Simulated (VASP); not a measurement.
# Si12H6C in VASP: further runs, part 2 of 3

VASP 6.6.1.

## 3. Single point, PBE

INCAR reads:

```
  PREC = Accurate
  ENCUT = 520
  EDIFF = 1E-6
  ISMEAR = 0
  SIGMA = 0.05
  LREAL = Auto
  LASPH = T
  NELM = 100
  ALGO = Fast
  ISIF = 2
  LWAVE = F
  LCHARG = F
  LDIPOL = T
  IDIPOL = 3
  DIPOL = 0.5 0.5 0.516
  GGA = PE
  NBANDS = 83
```

KPOINTS reads:

```
Automatic mesh
0
Gamma
  3 3 1
```

POSCAR reads:

```
Si12H6C
1.0
    7.6805938572      0.0000000000      0.0000000000
    0.0000000000      7.6805938572      0.0000000000
    0.0000000000      0.0000000000     22.8087500000
Si H C
24 12 2
Direct
    0.1089367587     -0.0001519414      0.6601295994
    0.1440930247      0.4999498830      0.6418131638
    0.4161986767      0.0000507773      0.6593732230
    0.4312883953      0.4999845157      0.6744394585
    0.0101535118      0.2459969939      0.6090525347
    0.0101874935      0.7538642334      0.6089694964
    0.4890754634      0.2599804178      0.6106492903
    0.4890676515      0.7400356152      0.6106848468
    0.2548050367      0.2490379046      0.5438992492
    0.2548883636      0.7510158859      0.5438816244
    0.7480773111      0.2533822301      0.5535092454
    0.7480224976      0.7466007325      0.5535019236
    0.2476496005      0.0000334610      0.4847471256
    0.2514998236      0.5000184974      0.4856311284
    0.7480715823     -0.0000024738      0.4926885954
    0.7523360963      0.4999911558      0.4907962953
   -0.0065994897     -0.0000013020      0.4284692497
   -0.0015545673      0.5000056078      0.4281536253
    0.5028583820      0.0000111971      0.4284763961
    0.5045046089      0.4999845157      0.4282567874
    0.0000000000      0.2499999395      0.3691565737
    0.0000000000      0.7499999488      0.3691565737
    0.5000000093      0.2499999395      0.3691565737
    0.5000000093      0.7499999488      0.3691565737
   -0.1510299882      0.2499999395      0.3288211761
    0.1510299882      0.2499999395      0.3288211761
   -0.1510299882      0.7499999488      0.3288211761
    0.1510299882      0.7499999488      0.3288211761
    0.3489700210      0.2499999395      0.3288211761
    0.6510299975      0.2499999395      0.3288211761
    0.3489700210      0.7499999488      0.3288211761
    0.6510299975      0.7499999488      0.3288211761
    0.1041135640      0.1133168888      0.7657967227
    0.1063705509     -0.1176239776      0.7650335507
    0.4156386940      0.1176133014      0.7642443799
    0.4179434637     -0.1138044813      0.7649733984
    0.1593575995     -0.0009738830      0.7436506165
    0.3623870825      0.0007581445      0.7430474270
```

Potentials or basis: VASP PAW PBE potentials, release 64 (Si, H, C).

Command:

```console
> cat potpaw_PBE.64/Si/POTCAR potpaw_PBE.64/H/POTCAR potpaw_PBE.64/C/POTCAR > POTCAR
> mpirun -np 1 vasp_std > vasp.out
```

Wall time 15 min (1 thread of Intel Xeon 6975P-C (Granite Rapids), shared host); peak memory 1.4 GiB.

The run converged. Its results:

```yaml
Free_energy: -184.5624 eV
Largest_force: 0.243 eV/Å
Band_gap_on_the_k_mesh: 0.78 eV, indirect (least direct gap 0.85 eV)
```

Forces in eV/Å, atoms in the order of the input:
```
Si  -0.004 -0.001 -0.011
Si  -0.008  0.000 -0.005
Si   0.000  0.000 -0.014
Si   0.004  0.000 -0.003
Si   0.004  0.002 -0.003
Si   0.003 -0.002 -0.001
Si  -0.002 -0.003 -0.001
Si  -0.002  0.003 -0.001
Si   0.003  0.002 -0.001
Si   0.003 -0.003 -0.001
Si   0.000  0.001  0.000
Si   0.000 -0.001  0.000
Si   0.000  0.000  0.004
Si  -0.002  0.000  0.000
Si   0.001  0.000 -0.003
Si  -0.001  0.000  0.000
Si  -0.001  0.000 -0.003
Si   0.002  0.000  0.004
Si   0.000  0.000  0.002
Si   0.001  0.000 -0.001
Si  -0.243 -0.012  0.012
Si  -0.243  0.012  0.011
Si   0.239 -0.007  0.018
Si   0.239  0.007  0.020
H    0.125  0.024 -0.043
H   -0.101 -0.034  0.033
H    0.125 -0.024 -0.043
H   -0.101  0.033  0.033
H    0.102 -0.001  0.031
H   -0.124 -0.010 -0.043
H    0.102  0.001  0.031
H   -0.124  0.009 -0.043
H   -0.010  0.022  0.010
H   -0.008 -0.019  0.007
H    0.009  0.018  0.010
H    0.008 -0.018  0.009
C   -0.013  0.002 -0.006
C    0.015  0.000 -0.009
```

Levels at points of the mesh, in eV from the valence-band top:
```tsv
k point	band 54	band 55	band 56	band 57	band 58	band 59	band 60	band 61	band 62	band 63
(0.00, 0.00, 0.00)	-0.64	-0.36	-0.33	-0.28	-0.11	0.78	1.36	1.37	1.59	2.22
```

## 4. Single point, PBE

INCAR reads:

```
SYSTEM = Si12H6C
ALGO = Fast
DIPOL = 0.5 0.5 0.516
EDIFF = 1E-6
ENCUT = 520
GGA = PE
IDIPOL = 3
ISIF = 2
ISMEAR = 0
LASPH = .True.
LCHARG = .True.
LDIPOL = .True.
LELF = .True.
LREAL = Auto
LVACPOTAV = .True.
LVHAR = .True.
LWAVE = .False.
NBANDS = 83
NELM = 100
PREC = Accurate
SIGMA = 0.05
```

KPOINTS reads:

```
k-points
0
Gamma
  3 3 1
  0 0 0
```

POSCAR reads:

```
Si12H6C
1.0
    7.6805938572      0.0000000000      0.0000000000
    0.0000000000      7.6805938572      0.0000000000
    0.0000000000      0.0000000000     22.8087500000
Si H C
24 12 2
Direct
    0.1088622853     -0.0002330549      0.6601149997
    0.1440620375      0.4999147294      0.6418080780
    0.4161247241      0.0000662709      0.6593886118
    0.4312549344      0.4999803494      0.6744416068
    0.0101190092      0.2459584552      0.6090512194
    0.0101443979      0.7538035610      0.6089484080
    0.4890409609      0.2599707831      0.6106518332
    0.4890240351      0.7400520202      0.6106926947
    0.2547802991      0.2490326966      0.5438976709
    0.2548758646      0.7509998715      0.5438750480
    0.7480431991      0.2533698613      0.5535092015
    0.7479657311      0.7465817236      0.5534964871
    0.2476436113      0.0000286436      0.4847458541
    0.2514900587      0.5000067796      0.4856257796
    0.7480588229     -0.0000114574      0.4926878062
    0.7523052393      0.4999734488      0.4907934017
   -0.0066073016     -0.0000026040      0.4284694690
   -0.0015730554      0.5000045662      0.4281535814
    0.5028529137      0.0000101555      0.4284749931
    0.5044911985      0.4999798286      0.4282523154
    0.0000000000      0.2499999395      0.3691565737
    0.0000000000      0.7499999488      0.3691565737
    0.5000000093      0.2499999395      0.3691565737
    0.5000000093      0.7499999488      0.3691565737
   -0.1510299882      0.2499999395      0.3288211761
    0.1510299882      0.2499999395      0.3288211761
   -0.1510299882      0.7499999488      0.3288211761
    0.1510299882      0.7499999488      0.3288211761
    0.3489700210      0.2499999395      0.3288211761
    0.6510299975      0.2499999395      0.3288211761
    0.3489700210      0.7499999488      0.3288211761
    0.6510299975      0.7499999488      0.3288211761
    0.1036678953      0.1127652387      0.7658571382
    0.1064620803     -0.1181727633      0.7649315723
    0.4151889892      0.1179567644      0.7642068066
    0.4180036153     -0.1134499514      0.7650538061
    0.1592011012     -0.0012668291      0.7436382967
    0.3622286312      0.0008897749      0.7430594838
```

Command:

```console
> cat potpaw_PBE.64/Si/POTCAR potpaw_PBE.64/H/POTCAR potpaw_PBE.64/C/POTCAR > POTCAR
> mpirun -np 1 vasp_std > vasp.out
```

It took 18 min on 1 thread of Intel Xeon 6975P-C (Granite Rapids), shared host; peak memory 1.4 GiB.

The run converged. Its results:

```
Free energy                            : -184.5624 eV
Largest force                          : 0.244 eV/Å
Band gap on the k mesh                 : 0.78 eV, indirect (least direct gap 0.85 eV)
Ionisation potential of the upper face : 4.66 eV
```

Forces in eV/Å, atoms in the order of the input:
```
Si  -0.003 -0.001 -0.012
Si  -0.008  0.000 -0.004
Si   0.000  0.000 -0.015
Si   0.003  0.000 -0.004
Si   0.003  0.002 -0.002
Si   0.003 -0.002 -0.001
Si  -0.002 -0.003 -0.001
Si  -0.002  0.003 -0.001
Si   0.003  0.001 -0.001
Si   0.003 -0.002  0.000
Si   0.000  0.000  0.000
Si   0.000 -0.001  0.000
Si   0.000  0.000  0.004
Si  -0.002  0.000  0.001
Si   0.000  0.000 -0.003
Si   0.000  0.000  0.000
Si  -0.001 -0.001 -0.003
Si   0.002  0.000  0.004
Si   0.000  0.000  0.002
Si   0.001  0.000 -0.001
Si  -0.243 -0.012  0.012
Si  -0.243  0.012  0.011
Si   0.239 -0.008  0.017
Si   0.239  0.007  0.019
H    0.125  0.024 -0.043
H   -0.101 -0.034  0.033
H    0.125 -0.024 -0.043
H   -0.101  0.033  0.033
H    0.102 -0.001  0.031
H   -0.124 -0.009 -0.043
H    0.102  0.001  0.031
H   -0.124  0.009 -0.043
H   -0.009  0.020  0.010
H   -0.008 -0.019  0.007
H    0.010  0.019  0.009
H    0.008 -0.018  0.009
C   -0.013  0.007 -0.007
C    0.017 -0.005 -0.007
```

Levels at points of the mesh, in eV from the valence-band top:
| k point | band 56 | band 57 | band 58 | band 59 | band 60 | band 61 |
| --- | --- | --- | --- | --- | --- | --- |
| (0.00, 0.00, 0.00) | -0.33 | -0.28 | -0.11 | 0.78 | 1.36 | 1.37 |

(Part 2 of 3 ends here.)
